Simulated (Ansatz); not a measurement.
# GaN: an elastic run with k mesh 2×2×2

The calculation used Ansatz, DFT PBE, scalar-relativistic, plane waves, PAW.

Launched with:
```bash
ansatz run input.yaml --threads 1 --pin off --max-ram 1228MiB --backend cpu --events-out ev --progress --plain --runs-dir out
```

Input (bare energies are in eV):
```yaml
crystal:
  lattice:
    - [0.0, 2.1339, 2.1339]
    - [2.1339, 0.0, 2.1339]
    - [2.1339, 2.1339, 0.0]
  atoms:
    - { symbol: Ga, position: [0.0, 0.0, 0.0] }
    - { symbol: "N", position: [0.5, 0.5, 0.5] }
basis:
  ecutwfc: 420
kpoints:
  mp_grid: { grid: [2, 2, 2] }
hamiltonian:
  xc: pbe
scf:
  occupations: { method: fixed }
output:
  forces: true
  stress: true
  eigenvalues: true
elastic:
  mode: relaxed_ion
  stencil: two_point
```

From the output:
```
--- Elastic constants: 2 strain directions × 2 members + reference (group order 48) ---
  dense FFT box of the reference and of every strained cell: 24×24×24
  strains applied: 11, 23; error gains: componentwise 1.00 (the most a stress slope's error grows in a printed constant), spectral 1.73 (1 for all six strains in a standard setting)
  C = ∂σ_k/∂η_j (tension-positive GPa; Voigt order 11 22 33 23 13 12):
       266.852    209.793    209.793     -0.000     -0.000      0.000
       209.793    266.852    209.793      0.000     -0.000     -0.000
       209.793    209.793    266.852      0.000      0.000     -0.000
         0.000     -0.000     -0.000    252.567     -0.000      0.000
         0.000      0.000     -0.000      0.000    252.567      0.000
         0.000     -0.000      0.000     -0.000     -0.000    252.567
  reference stress σ⁰ (GPa):      0.877      0.877      0.877     -0.000      0.000      0.000
  C* (energy form; C + prestress term) asymmetry max|C*_kj − C*_jk| = 2.842e-14 GPa — a small one proves nothing (zero by symmetry where the batch's group is 432, −43m or m−3m); a large one is finite-difference/SCF noise where every solve ...
  moduli (Voigt/Reuss/Hill, GPa): K = 228.81/228.81/228.81   G = 162.95/60.99/111.97   E = 288.80   ν = 0.290
  mechanically stable: yes (min eigenvalue of sym C = 57.06 GPa)
  strain η (Voigt 11):  stress-route row diagonal C_11 = 266.85 GPa, energy-path curvature d²(F+E_count+ΔE)/dδ²/Ω₀ = 374.47 GPa
         δ    σ_11 (GPa) F (eV) n_scf n_hpsi n_pw
    -2.000e-3       0.3478       -4164.0846968       8    1012    388   relax 0 steps, max|allowed force component| 4.73e-30 eV/Å
     2.000e-3       1.4153       -4164.0851640       7     920    392   relax 0 steps, max|allowed force component| 1.27e-29 eV/Å
  strain η (Voigt 23):  stress-route row diagonal C_44 = 252.57 GPa, energy-path curvature d²(F+E_count+ΔE)/dδ²/Ω₀ = 252.76 GPa
         δ    σ_23 (GPa) F (eV) n_scf n_hpsi n_pw
    -2.000e-3      -0.5051       -4164.0853158       7    1130    392   relax 0 steps, max|allowed force component| 1.54e-29 eV/Å
     2.000e-3       0.5051       -4164.0853158       5     919    392   relax 0 steps, max|allowed force component| 5.52e-30 eV/Å
```

Time: 1.1 s on 1 thread of Intel(R) Xeon(R) 6975P-C (Granite Rapids), with other jobs on the host, peak memory 0.33 GiB.

Beside the reference run (Cutoff 420 eV, 14×14×14 k-points (Γ-centred), fixed occupations. No spin polarisation.), the elastic coefficients (GPa; two-point stencil, strain 0.002 and ions relaxed unless stated):
```json
{"setting": "reference run", "C11": "316.1", "C12": "156.8", "C44": "205.4"}
{"setting": "k mesh 2×2×2", "C11": "266.9", "C12": "209.8", "C44": "252.6"}
```

The cell is the ideal cubic rocksalt prototype; this isn't the usual structure of the compound.